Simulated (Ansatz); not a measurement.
Set up this calculation in Ansatz 0.2.0, as the native input.

* Task: band structure
* Functional: r2SCAN
* Dispersion: D4
* Potentials or basis: Ansatz PAW earlier set
* Cutoff: 720 eV (not typed: the program's choice for these potentials)
* k mesh: 9 × 9 × 9
* Occupations: methfessel-paxton, width 0.025 eV
* Spin: collinear spin, random start
* Starting moments: [2.0, 3.0] μB
* Hubbard terms: Mn d U = 6.2 eV
* Path: [["G", "X", "W", "K", "G", "L", "U", "W", "L", "K"], ["U", "X"]]
* Points for each segment of the path: 14
* Hubbard projectors: ortho-atomic (the default)
* Double counting: fll (the default)

The system is MnS.

```
CELL_PARAMETERS angstrom
0.00000 2.60450 2.60450
2.60450 0.00000 2.60450
2.60450 2.60450 0.00000
ATOMIC_POSITIONS crystal
Mn 0.00000 0.00000 0.00000
S 0.50000 0.50000 0.50000
```

The input as run:

input.yaml

```yaml
crystal:
  lattice:
    - [0.0, 2.6045, 2.6045]
    - [2.6045, 0.0, 2.6045]
    - [2.6045, 2.6045, 0.0]
  atoms:
    - { symbol: Mn, position: [0.0, 0.0, 0.0], spin: 2.0 }
    - { symbol: S, position: [0.5, 0.5, 0.5], spin: 3.0 }
hamiltonian:
  xc: r2scan
  pseudopotentials: { kind: paw, source: ansatz }
  dispersion: d4
  hubbard: { sites: [{ species: Mn, l: d, u_eff: 6.2 }] }
magnetization:
  spin_polarized: true
kpoints:
  mp_grid: { grid: [9, 9, 9] }
  band_path:
    path:
      - [[0.0, 0.0, 0.0], [0.5, 0.0, 0.5], [0.5, 0.25, 0.75], [0.375, 0.375, 0.75], [0.0, 0.0, 0.0], [0.5, 0.5, 0.5], [0.625, 0.25, 0.625], [0.5, 0.25, 0.75], [0.5, 0.5, 0.5], [0.375, 0.375, 0.75]]
      - [[0.625, 0.25, 0.625], [0.5, 0.0, 0.5]]
    npoints: 14
scf:
  occupations: { method: methfessel_paxton, width: 0.025 }
  n_extra_bands: 6
output:
  forces: true
  stress: true
  eigenvalues: true
  fatbands: false
```

Potentials or basis: Ansatz PAW earlier set.

The run is started by

```sh
$ ansatz run input.yaml --threads 1 --pin off --max-ram 2560MiB --backend cpu --events-out ev --progress --plain --runs-dir out
```

Results of the run:

```json
{
  "Pressure": "5.4 GPa",
  "Band gap on the k mesh": "1.65 eV, indirect (least direct gap 3.79 eV)",
  "Band gap along the path": "1.48 eV, indirect (least direct gap 3.75 eV)",
  "Net moment": "5.00 μB per cell",
  "Absolute moment": "5.00 μB per cell",
  "Site moments": "Mn +4.60; S +0.06 μB"
}
```

Caveat: the magnetic or orbital state may not be the lowest; the k mesh misses the band edges, so the gap on the mesh is wider than the one along the path; a cell with one magnetic atom can't hold antiferromagnetic order, which such compounds often take; the PAW data sets come from PBE, with cores solved anew for the run's functional, which leaves a small shift of forces and pressure.

Wall time 22 s on 1 thread of AMD EPYC 9R14 (Zen 4), with other jobs on the host, peak memory 0.75 GiB.
